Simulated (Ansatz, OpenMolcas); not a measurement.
Computed against measured: atomisation enthalpy at 298 K

8 molecules; the atomisation enthalpy at 298 K in kJ/mol, computed less measured. Shapes, held fixed at every level: PBE0-D4/def2-TZVP. Flexible molecules stand in one conformer, not always the lowest. Thermal terms are harmonic and unscaled (B3LYP/6-31G*, PBE/def2-SVP, PBE0-D4/def2-TZVP); the spin-orbit lowering of the free atoms is taken from their spectra. Programs: Ansatz 0.2.0, OpenMolcas 26.06. Measured values: Active Thermochemical Tables, CRC Handbook of Chemistry and Physics, NIST-JANAF tables.

Levels: A = BLYP/def2-SVP; B = r2SCAN-D4/def2-TZVPP; C = M06-2X/def2-SVP; D = wB97M-V/def2-SVP.

```csv
molecule,from tabulated heats,A,B,C,D
BI3 (SMILES IB(I)I),819,-7,+64,-24,+27
C2H5I (iodoethane),2638,-54,-2,-36,+17
C4H5N (pyrrole),4322,+20,+21,+51,+98
C4H5N (3-butenenitrile),4270,+8,-6,+22,+67
C4H6 (cyclobutene),4019,-34,+1,+20,+70
C3H7Br (1-bromopropane),3875,-68,+3,-9,+47
C3H7I (1-iodopropane),3813,-66,+6,-22,+46
C3H8S (1-propanethiol),4239,-68,+13,+3,+70
```

Question: Which level does best on this set, which worst, and which err to one side?

Answer: 
```tsv
level	kind	mean error	mean absolute error	worst case
BLYP/def2-SVP	GGA	-33.6	40.6	C3H7Br
r2SCAN-D4/def2-TZVPP	meta-GGA	+12.5	14.5	BI3
M06-2X/def2-SVP	global hybrid	+0.6	23.4	C4H5N (pyrrole)
wB97M-V/def2-SVP	range-separated hybrid	+55.2	55.2	C4H5N (pyrrole)
```

On this set r2SCAN-D4/def2-TZVPP has the smallest mean absolute error and wB97M-V/def2-SVP the largest. BLYP/def2-SVP is too low in 6 of 8; r2SCAN-D4/def2-TZVPP is too high in 6 of 8; wB97M-V/def2-SVP is too high in 8 of 8. The heats of C3H7Br, C3H7I come from older tables and can be uncertain by 10 kJ/mol or more. The molecules' own spin-orbit binding is left out, so errors for heavy halides read too negative. The tabulated value of BI3 is in doubt (older tables, estimates, or at odds with other calculations) and kept here. Over the 7 molecules whose values aren't doubted the mean absolute errors are A 45.4; B 7.4; C 23.3; D 59.3. For wB97M-V/def2-SVP the error grows with the size of the molecule. For atoms past krypton def2 sets carry core potentials with scalar relativity. Relativity is left out for Br. The set is small.
